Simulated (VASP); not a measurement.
Set up this calculation in VASP 6.6.1, as the native input.

- Task: single point
- Functional: revPBE
- Potentials or basis: VASP PAW PBE potentials, release 64 (Nb_sv)
- Cutoff: 520 eV
- k mesh: 14 × 14 × 14
- Occupations: fermi-dirac, width 0.1 eV
- Spin: no spin polarisation
- Dipole correction: no
- Further INCAR settings: ALGO = Normal; EDIFF = 1e-06; NBANDS = 12

The structure of Nb lies in POSCAR:

```
Nb
1.0
    0.0000000000      2.0307562094      2.0307562094
    2.0307562094      0.0000000000      2.0307562094
    2.0307562094      2.0307562094      0.0000000000
Nb
1
Direct
    0.0000000000      0.0000000000      0.0000000000
```

This isn't the form of Nb at room conditions, which is bcc.

The input as run:

INCAR

```
ALGO = Normal ; EDIFF = 1E-6
ENCUT = 520 ; GGA = RE
ISIF = 2 ; ISMEAR = -1
LASPH = True ; LCHARG = False
LREAL = False ; LWAVE = False
NBANDS = 12 ; NELM = 100
PREC = Accurate ; SIGMA = 0.1
```

KPOINTS

```
k-points
0
Gamma
  14 14 14
```

Potentials or basis: VASP PAW PBE potentials, release 64 (Nb_sv).

The run is started by

```console
$ cat potpaw_PBE.64/Nb_sv/POTCAR > POTCAR
$ mpirun -np 1 vasp_std > vasp.out
```

It gave:

| Item | Value |
| --- | --- |
| Pressure | 24.7 GPa |
| Band gap on the k mesh | none (metal or under the smearing width) |

Caveat: so large a pressure means that the cell lies far from this level's equilibrium, or that cutoff or potentials fall short; the potentials were made for another functional, which shifts forces and pressure.

Wall time 35 s on 1 thread of AMD EPYC 7R43 64-Core Processor (Zen 3) (shared host), peak memory 0.11 GiB.
